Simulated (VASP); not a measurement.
# Ga3P (Fm-3m) in VASP: settings compared

One crystal, Ga3P, is run at these levels: PBE, LDA; tasks: relaxation of cell and atoms.

Everything below comes from runs of VASP 6.6.1. Logs are shortened: lines on timing, memory, paths and dates and some standing lists are left out, and cuts for length are marked.

### 1 The crystal as given

The structure is cubic, space group Fm-3m (No. 225). The conventional cell has a = 6.529 Å, b = 6.529 Å, c = 6.529 Å, α = 90.00°, β = 90.00°, γ = 90.00°. Ga (site symmetry m-3m) is surrounded by 8 Ga at 2.83 Å. Around Ga (site symmetry -43m) lie 4 Ga at 2.83 Å and 4 P at 2.83 Å. P (site symmetry m-3m) has 8 Ga at 2.83 Å as nearest neighbours.

The cell was built by a generator and needn't be a form met in nature.

### 2 Relaxation of cell and atoms, PBE

Contents of INCAR:

```
SYSTEM = Ga3P
  PREC = Accurate
  ENCUT = 600
  EDIFF = 1E-6
  ISMEAR = 0
  SIGMA = 0.05
  LREAL = .FALSE.
  LASPH = .TRUE.
  NELM = 80
  ALGO = Normal
  ISIF = 3
  LWAVE = .FALSE.
  LCHARG = .FALSE.
  GGA = PE
  IBRION = 2
  NSW = 60
  EDIFFG = -0.01
```

Contents of KPOINTS:

```
regular mesh
0
G
  7 7 7
  0 0 0
```

Contents of POSCAR:

```
Ga3P
1.0
    0.0000000000      3.2642685200      3.2642685200
    3.2642685200      0.0000000000      3.2642685200
    3.2642685200      3.2642685200      0.0000000000
Ga P
3 1
Direct
    0.5000000000      0.5000000000      0.5000000000
    0.2500000000      0.2500000000      0.2500000000
    0.7500000000      0.7500000000      0.7500000000
    0.0000000000      0.0000000000      0.0000000000
```

Potentials or basis: VASP PAW PBE potentials, release 64 (Ga_d, P).

Run with:

```
$ cat potpaw_PBE.64/Ga_d/POTCAR potpaw_PBE.64/P/POTCAR > POTCAR
$ mpirun -np 1 vasp_std > vasp.out
```

OUTCAR:

```text
SYSTEM = Ga3P
   PREC = Accurate
   ENCUT = 600
   EDIFF = 1E-6
   ISMEAR = 0
   LREAL = .FALSE.
   LASPH = .TRUE.
   NELM = 80
   ISIF = 3
   GGA = PE
   IBRION = 2
   NSW = 60
   EDIFFG = -0.01

 ion  position               nearest neighbor table
   1  0.500  0.500  0.500-   2 2.83   2 2.83   2 2.83   2 2.83   3 2.83   3 2.83   3 2.83   3 2.83

   2  0.250  0.250  0.250-   4 2.83   4 2.83   4 2.83   1 2.83   4 2.83   1 2.83   1 2.83   1 2.83

   3  0.750  0.750  0.750-   1 2.83   1 2.83   1 2.83   1 2.83   4 2.83   4 2.83   4 2.83   4 2.83

   4  0.000  0.000  0.000-   3 2.83   3 2.83   3 2.83   2 2.83   3 2.83   2 2.83   2 2.83   2 2.83

  LATTYP: Found a face centered cubic cell.
 ALAT       =     6.5285370400

  Lattice vectors:

 A1 = (   0.0000000000,   3.2642685200,   3.2642685200)
 A2 = (   3.2642685200,   0.0000000000,   3.2642685200)
 A3 = (   3.2642685200,   3.2642685200,   0.0000000000)

Analysis of symmetry for initial positions (statically):
=====================================================================
 Subroutine PRICEL returns:
 Original cell was already a primitive cell.

 Routine SETGRP: Setting up the symmetry group for a
 face centered cubic supercell.

 Subroutine GETGRP returns: Found 48 space group operations
 (whereof 48 operations were pure point group operations)
 out of a pool of 48 trial point group operations.

The static configuration has the point symmetry O_h .

Analysis of symmetry for dynamics (positions and initial velocities):
=====================================================================
 Subroutine PRICEL returns:
 Original cell was already a primitive cell.

 Routine SETGRP: Setting up the symmetry group for a
 face centered cubic supercell.

 Subroutine GETGRP returns: Found 48 space group operations
 (whereof 48 operations were pure point group operations)
 out of a pool of 48 trial point group operations.

The dynamic configuration has the point symmetry O_h .

 Subroutine INISYM returns: Found 48 space group operations
 (whereof 48 operations are pure point group operations),
 and found     1 'primitive' translations

----------------------------------------------------------------------------------------

                                     Primitive cell

  volume of cell :      69.5645

  direct lattice vectors                    reciprocal lattice vectors
     0.000000000  3.264268520  3.264268520    -0.153173673  0.153173673  0.153173673
     3.264268520  0.000000000  3.264268520     0.153173673 -0.153173673  0.153173673
     3.264268520  3.264268520  0.000000000     0.153173673  0.153173673 -0.153173673

  length of vectors
     4.616372812  4.616372812  4.616372812     0.265304585  0.265304585  0.265304585

  position of ions in fractional coordinates (direct lattice)
     0.500000000  0.500000000  0.500000000
     0.250000000  0.250000000  0.250000000
     0.750000000  0.750000000  0.750000000
     0.000000000  0.000000000  0.000000000

  ion indices of the primitive-cell ions
   primitive index   ion index
                 1           1
                 2           2
                 3           3
                 4           4

----------------------------------------------------------------------------------------

 KPOINTS: regular mesh

Automatic generation of k-mesh.
 Grid dimensions read from file:
 generate k-points for:    7    7    7

 Generating k-lattice:

  Cartesian coordinates                     Fractional coordinates (reciprocal lattice)
    -0.021881953  0.021881953  0.021881953     0.142857143  0.000000000  0.000000000
     0.021881953 -0.021881953  0.021881953     0.000000000  0.142857143  0.000000000
     0.021881953  0.021881953 -0.021881953     0.000000000  0.000000000  0.142857143

  Length of vectors
     0.037900655  0.037900655  0.037900655

  Shift w.r.t. Gamma in fractional coordinates (k-lattice)
     0.000000000  0.000000000  0.000000000

 Subroutine IBZKPT returns following result:
 ===========================================

 Found     20 irreducible k-points:

 Following reciprocal coordinates:
            Coordinates               Weight
  0.000000  0.000000  0.000000      1.000000
  0.142857  0.000000  0.000000      8.000000
  0.285714  0.000000  0.000000      8.000000
  0.428571  0.000000  0.000000      8.000000
  0.142857  0.142857  0.000000      6.000000
  0.285714  0.142857  0.000000     24.000000
[... 12 lines left out ...]
 -0.428571  0.428571  0.142857     24.000000
 -0.285714  0.428571  0.142857     24.000000
   k-points           NKPTS =     20   k-points in BZ     NKDIM =     20   number of bands    NBANDS=     26
   number of dos      NEDOS =    301   number of ions     NIONS =      4
   total plane-waves  NPLWV =  64000
   dimension x,y,z NGX =    40 NGY =   40 NGZ =   40
   dimension x,y,z NGXF=    80 NGYF=   80 NGZF=   80
   ions per type =               3   1
   NGX,Y,Z   is equivalent  to a cutoff of  14.40, 14.40, 14.40 a.u.
   NGXF,Y,Z  is equivalent  to a cutoff of  28.81, 28.81, 28.81 a.u.
 SYSTEM =  Ga3P
   PREC   = accura    normal or accurate (medium, high low for compatibility)
   ISTART =      0    job   : 0-new  1-cont  2-samecut
   ICHARG =      2    charge: 1-file 2-atom 10-const
   ISPIN  =      1    spin polarized calculation?
   LNONCOLLINEAR =      F non collinear calculations
   LSORBIT =      F    spin-orbit coupling
   LASPH  =      T    aspherical Exc in radial PAW
   ENCUT  =  600.0 eV  44.10 Ry    6.64 a.u.   9.22  9.22  9.22*2*pi/ulx,y,z
   NELM   =     80;   NELMIN=  2; NELMDL= -5     # of ELM steps
   EDIFF  = 0.1E-05   stopping-criterion for ELM
   LREAL  =      F    real-space projection
   EDIFFG = -.1E-01   stopping-criterion for IOM
   NSW    =     60    number of steps for IOM
   IBRION =      2    ionic relax: 0-MD 1-quasi-New 2-CG
   NFREE  =      1    steps in history (QN), initial steepest desc. (CG)
   ISIF   =      3    stress and relaxation
   ISYM   =      2    0-nonsym 1-usesym 2-fastsym
   POTIM  = 0.5000    time-step for ionic-motion
   TEBEG  =    0.0;   TEEND  =   0.0 temperature during run
   PSTRESS=    0.0 pullay stress
   NELECT =      44.0000    total number of electrons
   NUPDOWN=      -1.0000    fix difference up-down
   EMIN   =  10.00;   EMAX   =-10.00  energy-range for DOS
   EFERMI =   0.00;   METHOD = LEGACY
   ISMEAR =     0;   SIGMA  =   0.05  broadening in eV -4-tet -1-fermi 0-gaus
   EFERMI_NEDOS =   21; number of points for ismear=-14 and -15
   IALGO  =     38    algorithm
   IMIX   =      4    mixing-type and parameters
     AMIX     =   0.40;   BMIX     =  1.00
     AMIX_MAG =   1.60;   BMIX_MAG =  1.00
  volume/ion in A,a.u.               =      17.39       117.36
  Fermi-wavevector in a.u.,A,eV,Ry     =   1.405281  2.655596 26.868986  1.974815
  Thomas-Fermi vector in A             =   2.527758
   LORBIT       =      0    0 simple, 1 ext, 2 COOP (PROOUT), +10 PAW based schemes
   GGA     = PE    functional components
   LHFCALC =     F    Hartree Fock is set to
   AEXX    =    0.0000 exact exchange contribution
   IVDW    =     0    specifies the selected vdW correction
   LEPSILON=     F    determine dielectric tensor
   LRPA    =     F    only Hartree local field effects (RPA)
 conjugate gradient relaxation of ions
 non-spin polarized calculation
 Gauss-broadening in eV      SIGMA  =   0.05
  energy-cutoff  :      600.00
  volume of cell :       69.56
 maximum number of plane-waves:      2334
 NGX is ok and might be reduce to    40
   NGX = 19   NGY = 19   NGZ = 19

--------------------------------------- Ionic step        1  -------------------------------------------

 number of electron      43.9999993 magnetization

 Free energy of the ion-electron system (eV)
  ---------------------------------------------------
  ext. energy  EPLUGINS =         0.00000000
  ---------------------------------------------------
  free energy    TOTEN  =       -13.26998430 eV

  energy without entropy =      -13.26685136  energy(sigma->0) =      -13.26841783

------------------------ aborting loop because EDIFF is reached ----------------------------------------

  FORCE on cell =-STRESS in cart. coord.  units (eV):
  Direction    XX          YY          ZZ          XY          YZ          ZX
  --------------------------------------------------------------------------------------
  -------------------------------------------------------------------------------------
  Total        1.2020061      1.2020061      1.2020061      0.0000000      0.0000000      0.0000000
  in kB       27.6840508     27.6840508     27.6840508      0.0000000      0.0000000      0.0000000
  external PRESSURE =      27.6840508 kB  Pullay stress =       0.0000000 kB

 VOLUME and BASIS-vectors are now :
 -----------------------------------------------------------------------------
  energy-cutoff  :      600.00
  volume of cell :       69.56
      direct lattice vectors                 reciprocal lattice vectors
     0.000000000  3.264268520  3.264268520    -0.153173673  0.153173673  0.153173673
     3.264268520  0.000000000  3.264268520     0.153173673 -0.153173673  0.153173673
     3.264268520  3.264268520  0.000000000     0.153173673  0.153173673 -0.153173673
[... 77 lines left out ...]
 POSITION                                       TOTAL-FORCE (eV/Angst)
 -----------------------------------------------------------------------------------
      3.32664      3.32664      3.32664        -0.000000     -0.000000     -0.000000
      1.66332      1.66332      1.66332         0.000000      0.000000      0.000000
      4.98996      4.98996      4.98996        -0.000000     -0.000000     -0.000000
      0.00000      0.00000      0.00000        -0.000000     -0.000000     -0.000000
 -----------------------------------------------------------------------------------
    total drift:                               -0.000000     -0.000000      0.000000

  FREE ENERGIE OF THE ION-ELECTRON SYSTEM (eV)
  ---------------------------------------------------
  free  energy   TOTEN  =       -13.3003469537 eV

  energy  without entropy=      -13.2960024700  energy(sigma->0) =      -13.29817471

--------------------------------------- Ionic step        4  -------------------------------------------

 number of electron      43.9999998 magnetization

 Free energy of the ion-electron system (eV)
  ---------------------------------------------------
  ext. energy  EPLUGINS =         0.00000000
  ---------------------------------------------------
  free energy    TOTEN  =       -13.30048986 eV

  energy without entropy =      -13.29600163  energy(sigma->0) =      -13.29824575

 E-fermi :   5.9856     XC(G=0): -10.9752

 val. band max:        5.9566569716   @ k =  -0.4286   0.2857   0.0000
 cond. band min:       5.9859367966   @ k =   0.4286   0.1429   0.0000
 fundamental gap:      0.0292798250
 Fermi energy:         5.9856380107

 k-point     1 :       0.0000    0.0000    0.0000
  band No.  band energies     occupation
      1      -8.9469      2.00000
      2      -8.9469      2.00000
      3      -8.9393      2.00000
      4      -8.9393      2.00000
      5      -8.9393      2.00000
      6      -8.7890      2.00000
[... 18 lines left out ...]
     25       6.7959      0.00000
     26       7.2292      0.00000
[... 571 lines left out ...]
 POSITION                                       TOTAL-FORCE (eV/Angst)
 -----------------------------------------------------------------------------------
      3.32216      3.32216      3.32216        -0.000000      0.000000     -0.000000
      1.66108      1.66108      1.66108         0.000000     -0.000000      0.000000
      4.98323      4.98323      4.98323         0.000000     -0.000000     -0.000000
      0.00000      0.00000      0.00000        -0.000000      0.000000     -0.000000
 -----------------------------------------------------------------------------------
    total drift:                               -0.000000     -0.000000      0.000000

  FREE ENERGIE OF THE ION-ELECTRON SYSTEM (eV)
  ---------------------------------------------------
  free  energy   TOTEN  =       -13.3004898578 eV

  energy  without entropy=      -13.2960016330  energy(sigma->0) =      -13.29824575

 reached required accuracy - stopping structural energy minimisation
```

It took 94 s on 1 thread of Intel Xeon 6975P-C (Granite Rapids), shared host; peak memory 0.26 GiB.

What came out:

```yaml
Free_energy: -13.3005 eV
Relaxed_volume: 18.33 Å³/atom
Relaxed_cell: a = 4.698 Å, b = 4.698 Å, c = 4.698 Å, α = 60.00°, β = 60.00°, γ = 60.00°
Space_group_after_relaxing_to_0.05_Å: Fm-3m (No. 225)
Energy_gained_by_relaxing: 7.6 meV/atom
Ionic_steps: 4
Pressure_after_relaxing: 0.0 GPa
Band_gap_on_the_k_mesh: none (metal or under the smearing width)
```

The path:
```csv
step,energy change (eV),largest force (eV/Å),pressure (GPa),volume (Å³)
1,0.0000,0.0000,2.77,69.56
2,-0.0295,0.0000,0.49,72.63
3,-0.0304,0.0000,-0.21,73.63
4,-0.0305,0.0000,0.05,73.33
```

Final structure:
```xyz
4
Lattice="0.0000 3.3222 3.3222 3.3222 0.0000 3.3222 3.3222 3.3222 0.0000" Properties=species:S:1:pos:R:3 pbc="T T T"
Ga    3.3222    3.3222    3.3222
Ga    1.6611    1.6611    1.6611
Ga    4.9832    4.9832    4.9832
P     0.0000    0.0000    0.0000
```

Levels at points of the mesh, in eV from the Fermi level:
```
           k point  band 18  band 19  band 20  band 21  band 22  band 23  band 24  band 25  band 26
(0.00, 0.00, 0.00)    -2.08    -2.08    -2.08    -2.02    -0.23    -0.23    -0.23     0.81     1.24
```

### 3 Relaxation of cell and atoms, LDA

Contents of INCAR:

```
  PREC = Accurate
  ENCUT = 600
  EDIFF = 1E-6
  ISMEAR = 0
  SIGMA = 0.05
  LREAL = F
  LASPH = T
  NELM = 60
  ALGO = Normal
  ISIF = 3
  LWAVE = F
  LCHARG = F
  GGA = CA
  IBRION = 2
  NSW = 60
  EDIFFG = -0.02
```

Contents of KPOINTS:

```
regular mesh
0
Gamma
  7 7 7
```

POSCAR is that of step 2.

Potentials or basis: VASP PAW LDA potentials, release 64 (Ga_d, P).

Run with:

```
$ cat potpaw_LDA.64/Ga_d/POTCAR potpaw_LDA.64/P/POTCAR > POTCAR
$ mpirun -np 1 vasp_std > vasp.out
```

OUTCAR:

```text
PREC = Accurate
   ENCUT = 600
   EDIFF = 1E-6
   ISMEAR = 0
   LREAL = F
   LASPH = T
   NELM = 60
   ISIF = 3
   GGA = CA
   IBRION = 2
   NSW = 60
   EDIFFG = -0.02

 ion  position               nearest neighbor table
   1  0.500  0.500  0.500-   2 2.83   2 2.83   2 2.83   2 2.83   3 2.83   3 2.83   3 2.83   3 2.83

   2  0.250  0.250  0.250-   4 2.83   4 2.83   4 2.83   1 2.83   4 2.83   1 2.83   1 2.83   1 2.83

   3  0.750  0.750  0.750-   1 2.83   1 2.83   1 2.83   1 2.83   4 2.83   4 2.83   4 2.83   4 2.83
[... 828 lines left out ...]
  --------------------------------------------------------------------------------------
  -------------------------------------------------------------------------------------
  Total       -0.0561497     -0.0561497     -0.0561497      0.0000000      0.0000000      0.0000000
  in kB       -1.3523351     -1.3523351     -1.3523351      0.0000000      0.0000000      0.0000000
  external PRESSURE =      -1.3523351 kB  Pullay stress =       0.0000000 kB

 VOLUME and BASIS-vectors are now :
 -----------------------------------------------------------------------------
  energy-cutoff  :      600.00
  volume of cell :       66.52
      direct lattice vectors                 reciprocal lattice vectors
    -0.000000000  3.215989614  3.215989614    -0.155473139  0.155473139  0.155473139
     3.215989614  0.000000000  3.215989614     0.155473139 -0.155473139  0.155473139
     3.215989614  3.215989614  0.000000000     0.155473139  0.155473139 -0.155473139

 POSITION                                       TOTAL-FORCE (eV/Angst)
 -----------------------------------------------------------------------------------
      3.21599      3.21599      3.21599         0.000000     -0.000000      0.000000
      1.60799      1.60799      1.60799         0.000000      0.000000      0.000000
      4.82398      4.82398      4.82398        -0.000000     -0.000000     -0.000000
      3.21599      3.21599      0.00000         0.000000     -0.000000      0.000000
 -----------------------------------------------------------------------------------
    total drift:                               -0.000000     -0.000000      0.000000

  FREE ENERGIE OF THE ION-ELECTRON SYSTEM (eV)
  ---------------------------------------------------
  free  energy   TOTEN  =       -16.0534731568 eV

  energy  without entropy=      -16.0521028576  energy(sigma->0) =      -16.05278801

 reached required accuracy - stopping structural energy minimisation
```

CONTCAR:

```text
Ga3P
   1.00000000000000
    -0.0000000000000000    3.2159896142800162    3.2159896142800162
     3.2159896142800162    0.0000000000000000    3.2159896142800162
     3.2159896142800162    3.2159896142800162    0.0000000000000000
  Ga              P
     3     1
Direct
     0.5000000000000000    0.5000000000000000    0.5000000000000000
     0.2500000000000000    0.2500000000000000    0.2500000000000000
     0.7500000000000000    0.7500000000000000    0.7500000000000000
     0.0000000000000000    0.0000000000000000    1.0000000000000000

  0.00000000E+00  0.00000000E+00  0.00000000E+00
  0.00000000E+00  0.00000000E+00  0.00000000E+00
  0.00000000E+00  0.00000000E+00  0.00000000E+00
  0.00000000E+00  0.00000000E+00  0.00000000E+00
```

Run time: 51 s. Hardware: 1 thread of Intel Xeon 6975P-C (Granite Rapids), shared host; peak memory 0.22 GiB.

What came out:

```
Free energy                            : -16.0535 eV
Relaxed volume                         : 16.63 Å³/atom
Relaxed cell                           : a = 4.548 Å, b = 4.548 Å, c = 4.548 Å, α = 60.00°, β = 60.00°, γ = 60.00°
Space group after relaxing (to 0.05 Å) : Fm-3m (No. 225)
Energy gained by relaxing              : 7.2 meV/atom
Ionic steps                            : 2
Pressure after relaxing                : -0.1 GPa
Band gap on the k mesh                 : none (metal or under the smearing width)
```

The path:
```tsv
step	energy change (eV)	largest force (eV/Å)	pressure (GPa)	volume (Å³)
1	0.0000	0.0000	-2.82	69.56
2	-0.0289	0.0000	-0.14	66.52
```

Final structure:
```
Ga P
1.0
     0.00000    3.21599    3.21599
     3.21599    0.00000    3.21599
     3.21599    3.21599    0.00000
Ga P
3 1
Direct
  0.50000 0.50000 0.50000
  0.25000 0.25000 0.25000
  0.75000 0.75000 0.75000
  0.00000 0.00000 0.00000
```

Levels at points of the mesh, in eV from the Fermi level:
```csv
k point,band 20,band 21,band 22,band 23,band 24,band 25
"(0.00, 0.00, 0.00)",-2.25,-1.83,-0.46,-0.46,-0.46,1.24
```
